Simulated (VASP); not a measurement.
The input files of a VASP run:

### POSCAR
```
CoPt
3.70
  0.7270270270   0.0000000000   0.0000000000
  0.0000000000   0.7270270270   0.0000000000
  0.0000000000   0.0000000000   1.0000000000
Co Pt
1 1
direct
  0.0000000000   0.0000000000   0.0000000000
  0.5000000000   0.5000000000   0.5000000000
```

INCAR:
```
! general
SYSTEM  = CoPt
PREC    = Accurate
ENCUT   = 400
LREAL   = .False.   ! projection in real space or not
LASPH   = .True.

! electronic loop
EDIFF   = 1E-6
NELM    = 100   ! most electronic steps
ALGO    = Fast
LMAXMIX = 6   ! l cut-off of mixed one-centre charges

! smearing
ISMEAR  = 1
SIGMA   = 0.1

! functional
GGA     = PE   ! PBE

! spin
ISPIN   = 2   ! spin-polarised
MAGMOM  = 2.0 0.0

! ions
ISIF    = 2

! output
LWAVE   = .False.
LCHARG  = .False.
LORBIT  = 10
```

### KPOINTS
```
Automatic mesh
0
G
  12 12 9
```

POTCAR, in this order: Co Pt (PBE.64 set). Program: vasp_std.

Question: Translate this PBE calculation to Ansatz.

Answer: One equivalent input (not run):
Ansatz 0.2 input:
```yaml
crystal:
  lattice:
    - [2.6900000, 0.0000000, 0.0000000]
    - [0.0000000, 2.6900000, 0.0000000]
    - [0.0000000, 0.0000000, 3.7000000]
  atoms:
    - { symbol: Co, position: [0.0000000, 0.0000000, 0.0000000], spin: 2 }
    - { symbol: Pt, position: [0.5000000, 0.5000000, 0.5000000] }
kpoints:
  mp_grid: { grid: [12, 12, 9] }
hamiltonian:
  xc: pbe
  pseudopotentials: { kind: paw }
magnetization: { spin_polarized: true }
scf:
  occupations: { method: methfessel_paxton, width: 0.1 }
  max_iter: 100
output: { forces: true, stress: true, eigenvalues: true }
```
The two are equivalent in intent, not identical: each code has its own PAW files, so the cut-off isn't converted (ENCUT is set for VASP's; basis.ecutwfc is left out, and Ansatz then takes the one that its files recommend); Ansatz stops its SCF on the density residual and VASP on the energy change (EDIFF).

The compound is CoPt in the L1_0 structure. The cell was not relaxed at this level. The run is one of a series of settings (ALGO = Fast against the base run), some of them coarse on purpose.
